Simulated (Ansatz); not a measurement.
# Relaxing Ni$_{2}$Sb$_{3}$

These are results of DFT r2SCAN, scalar-relativistic, plane waves, PAW (Ansatz 0.2.0), not measurements. Run with 500 eV cutoff, 12×12×6 k-mesh, Gaussian smearing of 0.10 eV, no spin polarisation.

What was changed in Al3Ni2: Al → Sb on all its sites, cell and atoms relaxed.

A cell with an odd number of electrons and no spin polarisation is a metal by construction and may be lower with spin.

Command:

```bash
ansatz run input.yaml --threads 1 --pin off --max-ram 2560MiB --backend cpu --events-out ev --progress --plain --runs-dir out
```

Input:

```yaml
crystal:
  lattice:
    - [4.1660964127, 0.0, 0.0]
    - [-2.0830482064, 3.607945328, 0.0]
    - [0.0, 0.0, 6.699909657]
  atoms:
    - { symbol: Sb, position: [0.0, 0.0, 0.0] }
    - { symbol: Sb, position: [0.3333333333, 0.6666666667, 0.6512086606] }
    - { symbol: Sb, position: [0.6666666667, 0.3333333333, 0.3487913394] }
    - { symbol: Ni, position: [0.3333333333, 0.6666666667, 0.2450028959] }
    - { symbol: Ni, position: [0.6666666667, 0.3333333333, 0.7549971041] }
basis:
  ecutwfc: 500
kpoints:
  mp_grid: { grid: [12, 12, 6] }
hamiltonian:
  xc: r2scan
scf:
  occupations: { method: gaussian, width: 0.1 }
output:
  forces: true
  stress: true
  eigenvalues: true
relax:
  adjacent_minimum: "off"
  f_tol: 0.01
  max_steps: 60
  cell: { stress_tol: 0.1 }
```

F is the free energy. Steps run on the plane waves of an earlier cell, but the last one, and at times one on the way, on a freshly chosen basis, so a repeated geometry can differ a little in energy.

Steps:

| step | F − F(1) (eV) | largest force component (eV/Å) | V (Å³/atom) | P (GPa) |
| --- | --- | --- | --- | --- |
| 1 | 0.0000 | 0.045 | 20.141 | 0.21 |
| 2 | -0.0007 | 0.020 | 20.163 | 0.02 |
| 3 | -0.0008 | 0.016 | 20.138 | 0.07 |
| 4 | -0.0008 | 0.004 | 20.154 | -0.02 |
| 5 | -0.0009 | 0.004 | 20.154 | -0.02 |

Relaxed structure:

```xyz
5
Lattice="4.1700 0.0000 0.0000 -2.0850 3.6113 0.0000 0.0000 0.0000 6.6918" Properties=species:S:1:pos:R:3 pbc="T T T"
Sb    0.0000    0.0000    0.0000
Sb    0.0000    2.4075    4.3551
Sb    2.0850    1.2038    2.3367
Ni    0.0000    2.4075    1.6241
Ni    2.0850    1.2038    5.0677
```

It takes space group P-3m1 (No. 164, trigonal). The conventional cell has a = 4.170 Å, b = 4.170 Å, c = 6.692 Å, α = 90.00°, β = 90.00°, γ = 120.00°. Sb (site symmetry -3m) is surrounded by 6 Ni at 2.90 Å. Around Sb (site symmetry 3m) lie 4 Ni at 2.51 to 2.73 Å. Ni (site symmetry 3m) has 4 Sb at 2.51 to 2.73 Å as nearest neighbours.

The run converged. It took 5.4 min on 1 thread of Intel(R) Xeon(R) Platinum 8259CL CPU @ 2.50GHz (Skylake/Cascade Lake), with other jobs on the host, peak memory 0.92 GiB.